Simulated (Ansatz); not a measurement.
## An added N started as a split pair with a Ge atom in diamond Ge, 65 atoms, charge −1

All numbers come from Ansatz (PAW, plane waves, no spin–orbit coupling) at the single k point (¼, ¼, ¼) without its symmetry partners. The atoms were relaxed with PBEsol in a fixed cell; other functionals are single points on those atoms unless said otherwise. The valence top and gap of the host come from its small cell on a dense mesh, with the band extrema sought between the mesh points, lined up by the mean potential, PBEsol gap 0.00 eV, r²SCAN gap 0.35 eV. The charge correction uses an assumed dielectric constant of 16.0.

Cell: a = 11.351 Å, b = 11.351 Å, c = 11.351 Å, α = 90.00°, β = 90.00°, γ = 90.00°.

Nearest atoms after relaxation, from the placed atom (for vacancies from the middle of the vacant sites): Ge at 1.81 Å, Ge at 1.81 Å, Ge at 2.80 Å, Ge at 2.81 Å, Ge at 3.06 Å, Ge at 3.06 Å, Ge at 3.38 Å, Ge at 3.38 Å.

Chemical potentials μ are those of reference phases of the elements at zero temperature by the same functional (the usual solids, diamond for C, grey Sn, and the molecules H2, N2, O2, F2, Cl2, Br2 and S8).

```
functional  E(defect) − E(host) − Σ nμ + q·E_VBM (eV)  monopole (eV)  alignment (eV)  formation energy at E_F = VBM (eV)  moment (μB)             wall time, shared host
    PBEsol                                       2.90           0.11           -0.03                                2.98          0.0  15 s on NVIDIA GB200 (relaxation)
    r²SCAN                                       3.31           0.11           -0.02                                3.40          0.0              9.4 s on NVIDIA GB200
```

(1) How does the monopole term follow by hand for this cubic cell?

r²SCAN one-electron levels near the gap (the ten most localised at most), from the host's valence top, not corrected for the charge's images:

```
level (eV)  spin  filling  atoms sharing it  element of the atom with most weight
     -0.07    up     1.00               9.1                                     N
     -0.07  down     1.00               9.1                                     N
      0.53    up     0.00              63.9                                spread
      0.53  down     0.00              63.9                                spread
```

One k point and a cell of this size can leave errors of several tenths of an eV in such numbers.

Results:

(1) q²·α·e²/(4πε₀)/(2εL) with the Madelung constant α = 2.837 and e²/4πε₀ = 14.40 eV·Å: 1 × 2.837 × 14.40 / (2 × 16.0 × 11.351) = 0.11 eV.

The relaxed distances show two equally short Ge–N contacts of 1.81 Å, typical of full bonds, while the next Ge lies at 2.80 Å, too far for a third. This suggests that the initial split pair has opened into a Ge–N–Ge bridge. Such a bridge makes chemical sense: N⁻ is isoelectronic with O, so two polar bonds and two lone pairs complete its octet, in keeping with the zero moment.

The formation energy stays clearly positive for any Fermi level within the r²SCAN gap, so incorporation from N₂ is unfavourable in this charge state. The strong triple bond of the molecule contributes to that cost. The vanishing PBEsol gap and the small r²SCAN gap contradict the clear semiconducting gap of Ge, probably because semilocal functionals lack most of the derivative discontinuity. The filled N-weighted level lies too close to the valence edge to be identified as a gap state or a resonance. Without other charge states, no acceptor level follows.
